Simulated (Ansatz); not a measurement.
Base system: BaSnO₃ in the cubic perovskite structure (space group Pm-3m, No. 221).

```
CELL_PARAMETERS angstrom
      4.12163     0.00000     0.00000
      0.00000     4.12163     0.00000
      0.00000     0.00000     4.12163
ATOMIC_POSITIONS crystal
  Ba 0.00000 0.00000 0.00000
  Sn 0.50000 0.50000 0.50000
  O  0.00000 0.50000 0.50000
  O  0.50000 0.50000 0.00000
  O  0.50000 0.00000 0.50000
```

Cartesian axes are those of the cell as printed.

Levels (all Ansatz, an electronic-structure program, PAW, earlier PAW set): PBEsol (420 eV, no SOC); r2SCAN (500 eV, no spin-orbit coupling).

Its gap is 0.86 eV with PBEsol and 1.68 eV with r2SCAN.

Modification: uniaxial strain ε_xx = −0.64 %, all other strain components held at zero; the atoms relax in the strained cell.

With PBEsol the gap becomes 0.94 eV.

Task: If the r2SCAN correction stayed the same, what would the r2SCAN gap be, and what does the r2SCAN run give?

Result: A rigid correction of +0.82 eV gives 1.76 eV. The r2SCAN run gives 1.76 eV, so the two effects roughly add.

Single points use the geometry relaxed with PBEsol. Stability against distortions was not tested.
